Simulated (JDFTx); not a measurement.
**TaS2 under changes of volume**

One of the cells (18.984 Å³/atom); the others are scaled copies at fixed shape and fractional positions:

```
CELL_PARAMETERS angstrom
3.35000 0.00000 0.00000
-1.67500 2.90119 0.00000
0.00000 0.00000 5.86000
ATOMIC_POSITIONS crystal
Ta 0.00000 0.00000 0.00000
S 0.66667 0.33333 0.75000
S 0.33333 0.66667 0.25000
```

* Program: JDFTx 1.7.0 (patched build)
* Functional: PBE
* Potentials or basis: PseudoDojo-SR-PBE-0.5-standard with smoothed tails
* Cutoff: 789 eV
* Density cutoff: 6313 eV
* k mesh: 9 × 9 × 5
* Occupations: fermi-dirac, width 0.05 eV
* Spin: no spin polarisation

| volume (Å³/atom) | energy over the lowest point (meV/atom) | pressure (GPa) | largest force (eV/Å) |
| --- | --- | --- | --- |
| 17.845 | 135.32 | 20.1 | 2.384 |
| 18.225 | 92.56 | 16.1 | 1.968 |
| 18.605 | 58.95 | 12.4 | 1.580 |
| 18.984 | 33.61 | 9.1 | 1.219 |
| 19.364 | ? | ? | ? |
| 19.744 | 4.81 | 3.3 | 0.567 |
| 20.123 | 0.00 | 0.8 | 0.273 |

Question: What does the run at 19.364 Å³/atom give?

Answer: Energy over the lowest point 15.80 meV/atom; pressure 6.0 GPa; largest force 0.882 eV/Å.

Worked out: A Birch-Murnaghan fit of order 3 (a polynomial in V^(-2/3)) to the other rows has its minimum at 20.25 Å³/atom, just outside them, with B0 = V·E''(V) = 123 GPa and B' = 4.0 at fixed shape and positions, which overstates the stiffness. It gives 15.80 meV/atom at 19.364 Å³/atom, against the run's 15.80, and -dE/dV = 6.0 GPa, against 6.0.

Energies are extrapolated to zero smearing.

Caveats: this functional lacks dispersion, which binds the layers, so the pressure and a relaxed spacing across them are unreliable; forces of over 1 eV/Å show positions far from the minimum, so gaps and moduli don't describe the material at rest (some runs).
